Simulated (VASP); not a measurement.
A run of VASP 6.6.1 is set up as follows.

The input run.py:

```python
from ase.calculators.vasp import Vasp
from ase.dft.bandgap import bandgap
from ase.spacegroup import crystal

atoms = crystal(
    ['Ti', 'H'],
    basis=[[0.0, 0.0, 0.0], [0.5, 0.0, 0.0]],
    spacegroup=225,
    setting=1,
    cellpar=[4.17939444, 4.17939444, 4.17939444, 90.0, 90.0, 90.0],
    primitive_cell=True,
)
calc = Vasp(
    directory='calc',
    xc='pbesol',
    pp='PBE',
    setups='minimal',
    prec='Accurate',
    encut=500,
    ediff=1e-06,
    ismear=0,
    sigma=0.1,
    lreal=False,
    lasph=True,
    nelm=80,
    algo='Normal',
    isif=2,
    lwave=False,
    lcharg=False,
    kpts=[11, 11, 11],
    gamma=True,
)
atoms.calc = calc

print('energy (eV):', atoms.get_potential_energy())
print('free energy (eV):', atoms.get_potential_energy(force_consistent=True))
print('forces (eV/A):')
print(atoms.get_forces())
print('stress (eV/A^3, Voigt):', atoms.get_stress())
print('Fermi level (eV):', calc.get_fermi_level())
gap, top, bottom = bandgap(calc)
print('band gap (eV):', gap, 'from (spin, k, band)', top, 'to', bottom)
```

Potentials or basis: VASP PAW PBE potentials, release 64 (Ti, H).

The run is started by

```console
$ python run.py
```

(1) What does it give for the pressure?

(2) What does it give for the band gap on the k mesh?

Answers

(1) -4.1 GPa.

(2) none (metal or under the smearing width).

Caveat: the PAW data sets were made with another functional, which shifts forces and pressure a little.
